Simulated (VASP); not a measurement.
# GaN in VASP: how settings move the PBE single point

The PBE single point of wurtzite GaN, under +1.5 % biaxial strain in x and y, free along z is repeated with altered inputs. Which of them can be trusted?

Program: VASP 6.6.1. PAW datasets, plane waves. No spin polarisation (in the reference) and no zero-point or thermal motion.

## 1. The structure to begin with

The cell comes from an earlier relaxation with r2SCAN in another program, then strained, with the atoms relaxed again. Some of the altered inputs switch spin polarisation on.

Space group P6_3mc (No. 186), hexagonal; conventional cell a = 3.231 Å, c = 5.147 Å, 11.63 Å³ an atom. Around Ga lie 4 N at 1.96 Å; around N lie 4 Ga at 1.96 Å.

As a file:

```xyz
4
Lattice="3.2309 0.0000 0.0000 -1.6154 2.7980 0.0000 0.0000 0.0000 5.1469" Properties=species:S:1:pos:R:3 pbc="T T T"
Ga    0.0000    1.8654   -0.0136
Ga    1.6154    0.9327    2.5599
N     0.0000    1.8654    1.9437
N     1.6154    0.9327    4.5171
```

## 2. Reference

File INCAR:

```
ENCUT = 520.000000
SIGMA = 0.020000
EDIFF = 1.00e-07
GGA = PE
PREC = Accurate
IBRION = -1
ISIF = 2
ISMEAR = -1
NBANDS = 26
NELM = 120
NSW = 0
LASPH = .TRUE.
LCHARG = .FALSE.
LWAVE = .FALSE.
LREAL = .FALSE.
```

File KPOINTS:

```
KPOINTS created by Atomic Simulation Environment
0
Gamma
12 12 6
0 0 0
```

File POSCAR:

```
Ga N
 1.0000000000000000
     3.2308966505874972    0.0000000000000000    0.0000000000000000
    -1.6154483252937486    2.7980385764108280    0.0000000000000000
     0.0000000000000000    0.0000000000000000    5.1468937940000004
 Ga  N
   2   2
Cartesian
  0.0000000000000001  1.8653590509405520 -0.0135861134697703
  1.6154483252937486  0.9326795254702760  2.5598607835302301
  0.0000000000000001  1.8653590509405520  1.9436712862197705
  1.6154483252937486  0.9326795254702760  4.5171181832197709
```

A file KPOINTS_OPT adds named points for the levels; it doesn't enter the self-consistent loop.

Potentials: the recommended PBE PAW datasets, 36 valence electrons.

The run is started by

```sh
> mpirun -np 1 vasp_std
```

## 3. Altered input 1

Edit INCAR of step 2 so:

```diff
@@ -15 +15,3 @@
 LREAL = .FALSE.
+ISPIN = 2
+MAGMOM = 1 1 1 -1
```

File KPOINTS:

```
KPOINTS created by Atomic Simulation Environment
0
Gamma
18 18 9
0 0 0
```

POSCAR is that of step 2.

## 4. Altered input 2

File INCAR:

```
ENCUT = 520.000000
EDIFF = 1.00e-07
GGA = PE
PREC = Accurate
IBRION = -1
ISIF = 2
NBANDS = 26
NSW = 0
LASPH = .TRUE.
LCHARG = .FALSE.
LWAVE = .FALSE.
LREAL = .TRUE.
ISMEAR = -5
SIGMA = 0.1
NELM = 93
```

File KPOINTS:

```
KPOINTS created by Atomic Simulation Environment
0
Gamma
8 8 4
0 0 0
```

POSCAR is that of step 2.

**Question.** What will these runs give? Wanted: for each run, changed; ending; energy change; pressure; electronic steps; usable.

As calculated:

| run | changed | ending | energy change (meV/atom) | pressure (GPa) | gap on the mesh (eV; negative: overlap) | electronic steps | time | usable |
| --- | --- | --- | --- | --- | --- | --- | --- | --- |
| ref. | – | converged | 0 | 2.0 | 1.77 | 15 | 73 s | yes |
| 1 | ISPIN = 2, MAGMOM = 1 1 1 -1, mesh 18×18×9 | converged | 0.0 | 2.0 | – | 18 | 12 min | yes |
| 2 | LREAL = .TRUE., ISMEAR = -5, SIGMA = 0.1, NELM = 93, mesh 8×8×4 | converged | -10.1 | 8.9 | 1.76 | 15 | 52 s | no |

**Reading.** Of 2 altered inputs, 1 ended normally on a faulty or unsound input, 1 gave usable results.
